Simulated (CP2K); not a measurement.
The system is CoO.

```xyz
2
Lattice="3.0144 0.0000 0.0000 1.5072 2.6105 0.0000 1.5072 0.8702 2.4612" Properties=species:S:1:pos:R:3 pbc="T T T"
Co    0.0000    0.0000    0.0000
O     3.0144    1.7404    1.2306
```

Program: CP2K 2026.2. Alike in all runs: task band structure; spin collinear, ferromagnetic start; cell as given; k mesh 11 × 11 × 11.

Problem. Order these runs on this cell by their pressure, lowest first.
A. level LDA; potentials or basis GTH_POTENTIALS Co GTH-PADE-q17, O GTH-PADE-q6; TZVP-MOLOPT-PBE-GTH basis; smearing fermi-dirac 0.05 eV; EPS_DEFAULT 1.0E-9; NGRIDS 4; points a segment of the path (NPOINTS) 10; bands added on the path 6; CUTOFF of the grids 850 Ry
B. level PBEsol; potentials or basis POTENTIAL_UZH Co GTH-PBE-q17, O GTH-PBE-q6; TZVP-MOLOPT-PBE-GTH basis; smearing fermi-dirac 0.01 eV; EPS_DEFAULT 1.0E-10; NGRIDS 5; points a segment of the path (NPOINTS) 8; bands added on the path 2; CUTOFF of the grids 850 Ry
C. level PBE; potentials or basis POTENTIAL_UZH Co GTH-PBE-q17, O GTH-PBE-q6; TZVP-MOLOPT-PBE-GTH basis; smearing fermi-dirac 0.01 eV; EPS_DEFAULT 1.0E-10; NGRIDS 4; points a segment of the path (NPOINTS) 10; bands added on the path 2; CUTOFF of the grids 850 Ry
D. level r2SCAN; potentials or basis POTENTIAL_UZH Co GTH-SCAN-q17, O GTH-SCAN-q6; TZVP-MOLOPT-SCAN-GTH basis; smearing fermi-dirac 0.05 eV; EPS_DEFAULT 1.0E-9; NGRIDS 5; points a segment of the path (NPOINTS) 6; bands added on the path 4; CUTOFF of the grids 1250 Ry

Solution. A (-18.8 GPa), B (-9.3 GPa), D (-7.0 GPa), C (-0.5 GPa).

Caveats: the basis of atomic orbitals isn't converged, which shifts pressures, moduli and gaps; the total moment is fixed, so each spin has its own Fermi level; a cell with one magnetic atom can't hold antiferromagnetic order, which such compounds often take; the potentials were made for another functional, which shifts forces and pressure (some runs).
